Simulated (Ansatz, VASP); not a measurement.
## Two plane-wave programs on WS2

The input INCAR:

```
ALGO     = Normal         # electronic algorithm
EDIFF    = 1E-7           # SCF threshold, eV
ENCUT    = 520            # plane-wave cutoff, eV
GGA      = PE             # functional
ISIF     = 2              # what is computed and relaxed
ISMEAR   = -5             # smearing method
LASPH    = True           # aspherical terms in the spheres
LCHARG   = False          # write CHGCAR
LREAL    = False          # projectors in reciprocal space
LWAVE    = False          # write WAVECAR
NBANDS   = 20             # bands
NELM     = 60             # most SCF steps
PREC     = Accurate       # precision mode
SIGMA    = 0.1            # smearing width, eV
```

The input KPOINTS:

```
k-points
0
Gamma
  6 6 6
```

The input POSCAR:

```
WS2
1.0
    1.5858867090      0.9156121184      6.2374759783
   -1.5858867090      0.9156121184      6.2374759783
    0.0000000000     -1.8312242367      6.2374759783
W S
1 2
Direct
    0.0006662242      0.0006662242      0.0006662242
    0.2505579538      0.2505579538      0.2505579538
    0.4174758221      0.4174758221      0.4174758221
```

Input for Ansatz:

```yaml
crystal:
  lattice:
    - [1.585886709, 0.9156121184, 6.2374759783]
    - [-1.585886709, 0.9156121184, 6.2374759783]
    - [0.0, -1.8312242367, 6.2374759783]
  atoms:
    - { symbol: W, position: [0.0006662242, 0.0006662242, 0.0006662242] }
    - { symbol: S, position: [0.2505579538, 0.2505579538, 0.2505579538] }
    - { symbol: S, position: [0.4174758221, 0.4174758221, 0.4174758221] }
kpoints:
  mp_grid: { grid: [6, 6, 6] }
hamiltonian:
  xc: pbe
scf:
  occupations: { method: tetrahedron }
  n_extra_bands: 4
output:
  forces: true
  stress: true
  eigenvalues: true
```

Alike in both runs: task single point; functional PBE; k mesh 6 × 6 × 6; occupations tetrahedron; no spin polarisation.

|  | VASP | Ansatz |
| --- | --- | --- |
| version | VASP 6.6.1 | Ansatz 0.2.0 |
| potentials or method | VASP PAW PBE potentials, release 64 (W_sv, S) | plane waves |
| plane-wave cutoff (eV) | 520 | 420 |
| valence electrons in the cell | 26 | 26 |

```csv
,VASP,Ansatz,Ansatz less VASP
gap on the k mesh at the Fermi level (eV),1.09,1.08,-0.015
pressure (GPa),3.2,3.3,+0.04
largest component of the traceless stress (GPa),0.92,0.92,+0.002
rms of the force components (eV/Å),0.095,0.094,-0.0013
```

Atom by atom the forces differ by 0.001 eV/Å (rms over components). The functional is the same, so the differences come from potentials, cutoffs and numerics. Ansatz warned: «band_table_not_solved_further».

Caveats: spin-orbit coupling is left out, which moves the levels of the heavy elements. A hybrid or GW would open this gap; PBE tends to underestimate it. A k mesh can miss the band edges.
